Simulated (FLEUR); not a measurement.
**TiCo: equation of state with PBE**

TiCo:

```xyz
2
Lattice="2.9861 0.0000 0.0000 0.0000 2.9861 0.0000 0.0000 0.0000 2.9861" Properties=species:S:1:pos:R:3 pbc="T T T"
Co    1.4931    1.4931    1.4931
Ti    0.0000    0.0000    0.0000
```

The cell comes from a database or a generator and needn't be the stable form of this composition.

| Quantity | Value |
| --- | --- |
| Program | FLEUR MaX-R8.1 (later development tree) |
| Task | equation of state |
| Functional | PBE |
| Potentials or basis | all-electron |
| Basis | FLAPW |
| Kmax | 4.47 1/bohr |
| k mesh | 9 × 9 × 9 |
| Occupations | fermi-dirac, width 0.05 eV |
| Spin | collinear spin, program default start |
| Gmax | 13.9 1/bohr |
| Muffin-tin radii | Co 2.19, Ti 2.19 bohr |
| lmax | Co 9, Ti 9 |
| lnonsphr | Co 9, Ti 9 |
| Local orbitals a species | Co 5, Ti 5 |

```
Equilibrium volume                      : 13.26 Å³/atom
Bulk modulus                            : 164 GPa
Pressure derivative of the bulk modulus : 4.2 (rough: it moves with the points fitted)
```

Energy against volume, from the lowest point:
```tsv
volume (Å³/atom)	energy (meV/atom)
12.515	23.86
12.781	9.48
13.313	0.00
13.846	12.11
14.112	24.96
```
